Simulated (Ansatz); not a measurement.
**Calculated against measured band gaps of InSb, BeTe, SiC, ZnS, GaAs, BAs, GaP, InAs**

Measured band gaps (eV) to be reproduced:
- InSb (zincblende): 0.24 eV (experimental bulk band gap; literature value quoted for comparison; measurement temperature not stated; quoted in “Electronic Structure and Epitaxy of CdTe Shells on InSb Nanowires”, 2021, arxiv:2111.05126)
- BeTe (zincblende): 2.7 eV (absolute (indirect, Gamma to X) gap; literature value quoted in the theory comparison; sample and temperature not stated; quoted in “The band structure of BeTe - a combined experimental and theoretical study”, 1997, arxiv:cond-mat/9712266)
- SiC (zincblende): 2.4 eV (indirect gap; literature value; measurement temperature and method not stated; quoted in “Insight into the structural, elastic and electronic properties of a new orthorhombic 6O-SiC polytype”, 2020, pmc:7200658)
- ZnS (zincblende): 3.85 eV (direct gap E0 at Gamma; 19 K; measured value quoted from literature; literature value at 19 K; includes electron-phonon renormalization, which the paper puts at about 0.1 eV; quoted in “Electronic, vibrational, and thermodynamic properties of ZnS (zincblende and rocksalt structure)”, 2009, arxiv:0911.5022)
- GaAs (F-43m): 1.418 ± 0.005 eV (direct gap E0 at Gamma from PR; 300 K; modulated photoreflectance, low-field lineshape fit; “Evidence of valence band perturbations in GaAsN/GaAs(001): A combined variable-angle spectroscopic ellipsometry and modulated photoreflectance investigation”, 2008, arxiv:0805.2212)
- BAs (zincblende): 1.82 eV (indirect gap from Tauc plot of optical absorption; 300 K; UV-visible absorption, indirect Tauc plot; Extrapolated from an indirect Tauc plot at room temperature; samples show defect-related sub-gap absorption tails; phonon and exciton energies not separated; “Photoluminescence mapping and time-domain thermo-photoluminescence for rapid imaging and measurement of thermal conductivity of boron arsenide”, 2019, arxiv:1910.07149)
- GaP (zincblende): 2.34 eV (fundamental indirect gap; 10 K; literature value quoted for comparison; method not stated, so exciton correction unknown; quoted in “Stacking defects in GaP nanowires: Electronic structure and optical properties”, 2018, arxiv:1810.01194)
- InAs (zincblende): 0.42 eV (fundamental direct gap at Gamma, low-temperature literature value; literature handbook value quoted for comparison with the calculation; passage says "low energy" data, temperature not stated; quoted in “A single-source precursor approach to solution processed indium arsenide thin films”, 2016, pmc:5059786)

8 solids were computed with the PAW code Ansatz, on cells relaxed with r2SCAN, without spin polarisation, hybrids on coarser meshes. Calculated gaps are the least gap on the relaxed cell, static and at 0 K; measured ones hold zero-point and thermal shifts (optical ones also the exciton binding). No level includes spin-orbit coupling. One measured value is taken for each solid; reports scatter. Gaps of 0.04 eV or less are marked closed. G0W0 is PBE's gap plus the shift on the mesh, at finite bands and cutoff. For each solid the report nearest the middle of those found is taken. Spin-orbit coupling matters for InSb, BeTe. Reports on nanostructured, strained or doped samples and emission or transport gaps aren't used.

```tsv
solid	LDA	PBE	r2SCAN	HSE06	G0W0@PBE	measured
InSb (zincblende)	closed	closed	closed	0.30	–	0.24
BeTe (zincblende)	1.92	2.02	2.38	2.69	2.89	2.7
SiC (zincblende)	1.32	1.36	1.71	2.23	2.27	2.4
ZnS (zincblende)	1.90	2.15	2.71	3.38	–	3.85
GaAs (F-43m)	0.23	0.47	0.96	1.36	–	1.418
BAs (zincblende)	1.13	1.19	1.37	1.83	1.86	1.82
GaP (zincblende)	1.44	–	1.84	2.26	–	2.34
InAs (zincblende)	closed	closed	0.08	0.36	–	0.42
```

Mean signed and mean absolute error: LDA -0.91 and 0.91 eV; PBE -0.81 and 0.81 eV (over 7 solids); r2SCAN -0.51 and 0.51 eV; HSE06 -0.10 and 0.11 eV; G0W0@PBE +0.03 and 0.12 eV (over 3 solids). Of the levels run on all these solids HSE06 comes closest and LDA is farthest; the set is small. The largest miss of HSE06 is ZnS (zincblende) (-0.47 eV).

No spin-orbit coupling is included; it can move band edges with weight on the heavy atoms by tenths of an eV.

The meshes of the hybrids are coarse, so their gaps aren't converged to the digits shown.
